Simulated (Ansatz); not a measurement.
# TiAl3 in Ansatz: the effect of functional

The system is TiAl3.

```
Ti Al
1.0
    -1.89828    1.89828    4.25194
     1.89828   -1.89828    4.25194
     1.89828    1.89828   -4.25194
Ti Al
1 3
Direct
  0.00000 0.00000 0.00000
  0.25000 0.75000 0.50000
  0.75000 0.25000 0.50000
  0.50000 0.50000 0.00000
```

The cell comes from a database or a generator and needn't be the stable form of this composition.

The cell isn't the ideal one: volume scaled by 0.98.

Alike in all runs:

| Item | Value |
| --- | --- |
| Program | Ansatz 0.2.0 |
| Task | single point |
| Potentials or basis | Ansatz PAW |
| k mesh | 10 × 10 × 10 |
| Occupations | fermi-dirac, width 0.05 eV |
| Spin | no spin polarisation |

| functional | cutoff | pressure (GPa) |
| --- | --- | --- |
| LDA | 420 eV (not typed: the program's choice for these potentials) | -1.3 |
| r2SCAN | 500 eV (not typed: the program's choice for these potentials) | ? |
| PBE | 420 eV (not typed: the program's choice for these potentials) | 4.5 |

Problem. What does the run with functional r2SCAN give?

Solution. Pressure 2.5 GPa.

Caveats: the PAW data sets come from PBE, with cores solved anew for the run's functional, which leaves a small shift of forces and pressure (some runs).
